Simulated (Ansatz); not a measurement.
Here is an Ansatz 0.2.0 calculation.

File input.yaml:

```yaml
crystal:
  lattice: { a: 6.4273633094, b: 6.4273633094, c: 6.4273633094, alpha: 28.4426739311, beta: 28.4426739311, gamma: 28.4426739307 }
  atoms:
    - { symbol: W, position: [0.010542, -0.011867, 0.011236] }
    - { symbol: S, position: [0.56021, 0.583883, 0.604799] }
    - { symbol: S, position: [0.7944, 0.734877, 0.733696] }
kpoints:
  mp_grid: { grid: [10, 10, 10] }
  band_path:
    path:
      - [0.0, 0.0, 0.0]
      - [0.5, 0.0, 0.0]
      - [0.5, 0.1812521368, -0.1812521368]
    npoints: 12
scf:
  occupations: { method: fixed }
hamiltonian:
  xc: revpbe
  dispersion: d3bj
  pseudopotentials: { kind: all_electron, lapw: { basis_error: 0.001 } }
  hubbard:
    sites: [{ species: W, l: d, u_eff: 8 }]
    double_counting: amf
    projectors: ortho-atomic
output:
  forces: true
  stress: true
  eigenvalues: true
  hubbard: {}
```

Potentials or basis: all-electron LAPW, scalar-relativistic.

Run with:

```console
$ ansatz run input.yaml --threads 2 --pin off --max-ram 5120MiB --backend cpu --events-out ev --progress --plain --runs-dir out
```

**Question.** Estimate the pressure.

**Answer.** -1.1 GPa.

**Question.** Estimate the band gap along the path.

**Answer.** 0.83 eV, direct.

Stress tensor (GPa, compression positive):
```
-7.14  3.33  3.90
 3.33  1.89  1.76
 3.90  1.76  1.96
```

Caveat: spin-orbit coupling is left out, which moves the levels of the heavy elements.
